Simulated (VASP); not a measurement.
# WSe2 in VASP: phonons with LDA

Aim: the phonons of WSe2 with LDA.

All numbers are computed with VASP 6.6.1; they aren't measurements. Logs are shortened: lines on timing, memory, paths and dates and some standing lists are left out, and cuts for length are marked.

**1. The slab as given**

The cell holds a slab with vacuum, 3 atoms: a = 3.252 Å, b = 3.252 Å, c = 22.192 Å, α = 90.00°, β = 90.00°, γ = 120.00°.

**2. Phonons, LDA**

The input, POSCAR:

```
WSe2
1.0
    3.2524338424     -0.0000000007     -0.0000000000
   -1.6262169170      2.8166903336      0.0000000000
    0.0000000000      0.0000000000     22.1917229449
  W               Se
     1     2
Direct
     0.6666666699999979    0.3333333300000021    0.5000087629227652
     0.3333333300000021    0.6666666699999979    0.5751987272093936
     0.3333333300000021    0.6666666699999979    0.4248165775678376
```

The input, INCAR.step1:

```
SYSTEM = WSe2
PREC = Accurate
ENCUT = 600
EDIFF = 1E-8
ISMEAR = 0
SIGMA = 0.05
LREAL = .False.
LASPH = .True.
NELM = 60
ALGO = Normal
ISIF = 2
LWAVE = .False.
LCHARG = .False.
LDIPOL = .True.
IDIPOL = 3
DIPOL = 0.5 0.5 0.500
IBRION = 2
NSW = 40
EDIFFG = -0.002
```

The input, INCAR.step2:

```
SYSTEM = WSe2
PREC = Accurate
ENCUT = 600
EDIFF = 1E-8
ISMEAR = 0
SIGMA = 0.05
LREAL = .False.
LASPH = .True.
NELM = 60
ALGO = Normal
ISIF = 2
LWAVE = .False.
LCHARG = .False.
LDIPOL = .True.
IDIPOL = 3
DIPOL = 0.5 0.5 0.500
IBRION = 6
NFREE = 2
POTIM = 0.015
NSW = 1
```

The input, KPOINTS:

```
regular mesh
0
Gamma
  12 12 1
  0 0 0
```

Potentials or basis: VASP PAW LDA potentials, release 64 (W_sv, Se).

Launch:

```bash
> cat potpaw_LDA.64/W_sv/POTCAR potpaw_LDA.64/Se/POTCAR > POTCAR
> cp INCAR.step1 INCAR
> mpirun -np 1 vasp_std > vasp.out
> cp CONTCAR POSCAR
> cp INCAR.step2 INCAR
> mpirun -np 1 vasp_std > vasp.out
```

OUTCAR:

```text
SYSTEM = WSe2
   PREC = Accurate
   ENCUT = 600
   EDIFF = 1E-8
   ISMEAR = 0
   LREAL = .False.
   LASPH = .True.
   NELM = 60
   ISIF = 2
   IBRION = 6
   NFREE = 2
   POTIM = 0.015
   NSW = 1

 ion  position               nearest neighbor table
   1  0.667  0.333  0.500-   2 2.51   2 2.51   2 2.51   3 2.51   3 2.51   3 2.51
   2  0.333  0.667  0.575-   1 2.51   1 2.51   1 2.51
   3  0.333  0.667  0.425-   1 2.51   1 2.51   1 2.51

  LATTYP: Found a hexagonal cell.
 ALAT       =     3.2524338424
 C/A-ratio  =     6.8231127888

  Lattice vectors:

 A1 = (   3.2524338424,  -0.0000000007,   0.0000000000)
 A2 = (  -1.6262169170,   2.8166903336,   0.0000000000)
 A3 = (   0.0000000000,   0.0000000000,  22.1917229449)

Analysis of symmetry for initial positions (statically):
=====================================================================
 Subroutine PRICEL returns:
 Original cell was already a primitive cell.

 Routine SETGRP: Setting up the symmetry group for a
 hexagonal supercell.

 Subroutine GETGRP returns: Found 12 space group operations
 (whereof  6 operations were pure point group operations)
 out of a pool of 24 trial point group operations.

The static configuration has the point symmetry C_3v.
 The point group associated with its full space group is D_3h.

Analysis of symmetry for dynamics (positions and initial velocities):
=====================================================================
 Subroutine PRICEL returns:
 Original cell was already a primitive cell.

 Routine SETGRP: Setting up the symmetry group for a
 hexagonal supercell.

 Subroutine GETGRP returns: Found 12 space group operations
 (whereof  6 operations were pure point group operations)
 out of a pool of 24 trial point group operations.

The dynamic configuration has the point symmetry C_3v.
 The point group associated with its full space group is D_3h.

 Subroutine INISYM returns: Found 12 space group operations
 (whereof  6 operations are pure point group operations),
 and found     1 'primitive' translations

----------------------------------------------------------------------------------------

                                     Primitive cell

  volume of cell :     203.3006

  direct lattice vectors                    reciprocal lattice vectors
     3.252433842 -0.000000001  0.000000000     0.307462057  0.177513301  0.000000000
    -1.626216917  2.816690334  0.000000000     0.000000000  0.355026603  0.000000000
     0.000000000  0.000000000 22.191722945     0.000000000  0.000000000  0.045061846

  length of vectors
     3.252433842  3.252433842 22.191722945     0.355026603  0.355026603  0.045061846

  position of ions in fractional coordinates (direct lattice)
     0.666666670  0.333333330  0.500008763
     0.333333330  0.666666670  0.575193519
     0.333333330  0.666666670  0.424821786

  ion indices of the primitive-cell ions
   primitive index   ion index
                 1           1
                 2           2
                 3           3

----------------------------------------------------------------------------------------

 KPOINTS: regular mesh

Automatic generation of k-mesh.
 Grid dimensions read from file:
 generate k-points for:   12   12    1

 Generating k-lattice:
[... 65 lines left out ...]
   TEBEG  =    0.0;   TEEND  =   0.0 temperature during run
   PSTRESS=    0.0 pullay stress
   NELECT =      26.0000    total number of electrons
   NUPDOWN=      -1.0000    fix difference up-down
   EMIN   =  10.00;   EMAX   =-10.00  energy-range for DOS
   EFERMI =   0.00;   METHOD = LEGACY
   ISMEAR =     0;   SIGMA  =   0.05  broadening in eV -4-tet -1-fermi 0-gaus
   EFERMI_NEDOS =   21; number of points for ismear=-14 and -15
   IALGO  =     38    algorithm
   IMIX   =      4    mixing-type and parameters
     AMIX     =   0.40;   BMIX     =  1.00
     AMIX_MAG =   1.60;   BMIX_MAG =  1.00
  volume/ion in A,a.u.               =      67.77       457.31
  Fermi-wavevector in a.u.,A,eV,Ry     =   0.824808  1.558662  9.256165  0.680309
  Thomas-Fermi vector in A             =   1.936558
   LORBIT       =      0    0 simple, 1 ext, 2 COOP (PROOUT), +10 PAW based schemes
   GGA     = CA    functional components
   LHFCALC =     F    Hartree Fock is set to
   AEXX    =    0.0000 exact exchange contribution
   IVDW    =     0    specifies the selected vdW correction
   LEPSILON=     F    determine dielectric tensor
   LRPA    =     F    only Hartree local field effects (RPA)
 finite differences with symmetry
 non-spin polarized calculation
 Gauss-broadening in eV      SIGMA  =   0.05
  energy-cutoff  :      600.00
  volume of cell :      203.30
 maximum number of plane-waves:      6905
 NGX is ok and might be reduce to    28
   NGX = 13   NGY = 13   NGZ = 89

--------------------------------------- Ionic step        1  -------------------------------------------

 number of electron      26.0000001 magnetization

 Free energy of the ion-electron system (eV)
  ---------------------------------------------------
  ext. energy  EPLUGINS =         0.00000000
  ---------------------------------------------------
  free energy    TOTEN  =       -24.12512941 eV

  energy without entropy =      -24.12512941  energy(sigma->0) =      -24.12512941

------------------------ aborting loop because EDIFF is reached ----------------------------------------

  FORCE on cell =-STRESS in cart. coord.  units (eV):
  Direction    XX          YY          ZZ          XY          YZ          ZX
  --------------------------------------------------------------------------------------
  -------------------------------------------------------------------------------------
  Total       -0.0108042     -0.0108042     -0.0076416     -0.0000000      0.0000000      0.0000000
  in kB       -0.0851463     -0.0851463     -0.0602219     -0.0000000      0.0000000      0.0000000
  external PRESSURE =      -0.0768381 kB  Pullay stress =       0.0000000 kB
[... 277 lines left out ...]
  FREE ENERGIE OF THE ION-ELECTRON SYSTEM (eV)
  ---------------------------------------------------
  free  energy   TOTEN  =       -24.1232642101 eV

  energy  without entropy=      -24.1232642101  energy(sigma->0) =      -24.12326421

 dipolmoment           0.000000      0.000000     -0.000548 electrons x Angstroem

--------------------------------------- Ionic step        9  -------------------------------------------

 number of electron      26.0000001 magnetization

 dipolmoment           0.000000      0.000000      0.000763 electrons x Angstroem

 Free energy of the ion-electron system (eV)
  ---------------------------------------------------
  ext. energy  EPLUGINS =         0.00000000
  ---------------------------------------------------
  free energy    TOTEN  =       -24.12322062 eV

  energy without entropy =      -24.12322062  energy(sigma->0) =      -24.12322062

 E-fermi :  -1.7072     XC(G=0):  -3.7174

 val. band max:       -2.0101442505   @ k =   0.3333   0.3333   0.0000
 cond. band min:      -0.2968501848   @ k =   0.1667   0.1667   0.0000
 fundamental gap:      1.7132940657
 Fermi energy:        -1.7071557164

 k-point     1 :       0.0000    0.0000    0.0000
  band No.  band energies     occupation
      1     -75.4884      2.00000
      2     -40.0366      2.00000
      3     -39.8642      2.00000
      4     -39.8642      2.00000
      5     -16.9723      2.00000
      6     -15.6282      2.00000
[... 359 lines left out ...]
      6     -14.4428      2.00000
[... 9 lines left out ...]
     16       1.6982      0.00000
     17       3.2326      0.00000

------------------------ aborting loop because EDIFF is reached ----------------------------------------

 vacuum level on the upper side and lower side of the slab       (xc-potential included)        -0.004        -0.019

  FORCE on cell =-STRESS in cart. coord.  units (eV):
  Direction    XX          YY          ZZ          XY          YZ          ZX
  --------------------------------------------------------------------------------------
  -------------------------------------------------------------------------------------
  Total        0.1673695      0.1673695      0.4551275      0.0000000      0.0000000      0.0000000
  in kB        1.3190103      1.3190103      3.5867826      0.0000000      0.0000000      0.0000000
  external PRESSURE =       2.0749344 kB  Pullay stress =       0.0000000 kB
[... 18 lines left out ...]
  FREE ENERGIE OF THE ION-ELECTRON SYSTEM (eV)
  ---------------------------------------------------
  free  energy   TOTEN  =       -24.1232206229 eV

  energy  without entropy=      -24.1232206229  energy(sigma->0) =      -24.12322062

 INTERNAL STRAIN TENSORS FROM DISPLACED ATOMS
 ============================================

 INTERNAL STRAIN TENSOR FOR ION    1 for displacements in x,y,z  (eV/Angst):
          X           Y           Z          XY          YZ          ZX
  --------------------------------------------------------------------------------
  x     0.00000    -0.00000     0.00000     7.71725     0.00000     0.00000
  y     7.71725    -7.71725     0.00000    -0.00000     0.00000     0.00000
  z    -0.00000     0.00000     0.00000     0.00000     0.00000     0.00000

 INTERNAL STRAIN TENSOR FOR ION    3 for displacements in x,y,z  (eV/Angst):
          X           Y           Z          XY          YZ          ZX
  --------------------------------------------------------------------------------
  x    -0.00000     0.00000     0.00000    -3.87370     0.00000    14.94278
  y    -3.87370     3.87370     0.00000     0.00000    14.94277     0.00000
  z    11.60636    11.60636    30.55914     0.00000     0.00000    -0.00000

 Eigenvectors and eigenvalues of the dynamical matrix
 ----------------------------------------------------

   1 f  =    9.352328 THz    58.762410 2PiTHz  311.960085 cm-1    38.678104 meV
             X         Y         Z           dx          dy          dz
      1.626217  0.938897 11.096056    -0.000000   -0.000000   -0.679780
     -0.000000  1.877794 12.764535     0.000000   -0.000000    0.518603
     -0.000000  1.877794  9.427527     0.000000   -0.000000    0.518603
[... 43 lines left out ...]
   9 f/i=    0.000656 THz     0.004119 2PiTHz    0.021866 cm-1     0.002711 meV
             X         Y         Z           dx          dy          dz
      1.626217  0.938897 11.096056    -0.733342    0.015229    0.000000
     -0.000000  1.877794 12.764535    -0.480509    0.009979   -0.000000
     -0.000000  1.877794  9.427527    -0.480509    0.009979    0.000000

 ELASTIC MODULI CONTR FROM IONIC RELAXATION (kBar)
 Direction    XX          YY          ZZ          XY          YZ          ZX
 --------------------------------------------------------------------------------
 XX        -140.0595    -91.7533   -305.1776     -0.0000      0.0000     -0.0000
 YY         -91.7533   -140.0595   -305.1776     -0.0000      0.0000     -0.0000
 ZZ        -305.1776   -305.1776   -803.5222     -0.0000      0.0000     -0.0000
 XY          -0.0000     -0.0000     -0.0000    -24.1531     -0.0000     -0.0000
 YZ           0.0000      0.0000      0.0000     -0.0000   -393.2532     -0.0000
 ZX          -0.0000     -0.0000     -0.0000     -0.0000     -0.0000   -393.2533
 --------------------------------------------------------------------------------

 vacuum level on the upper side and lower side of the slab         3.372         3.357
```

Wall time 25 min (1 thread of Intel Xeon Platinum 8488C (Sapphire Rapids), shared host); peak memory 0.67 GiB.

Results:

```yaml
Highest_phonon_frequency_at_Γ_LO-TO_splitting_left_out: 312 cm⁻¹
```

Phonon frequencies in cm⁻¹ (negative: imaginary):
```csv
q point,frequencies
"(0.000, 0.000, 0.000)",0 0 0 176 176 250 250 251 312
```
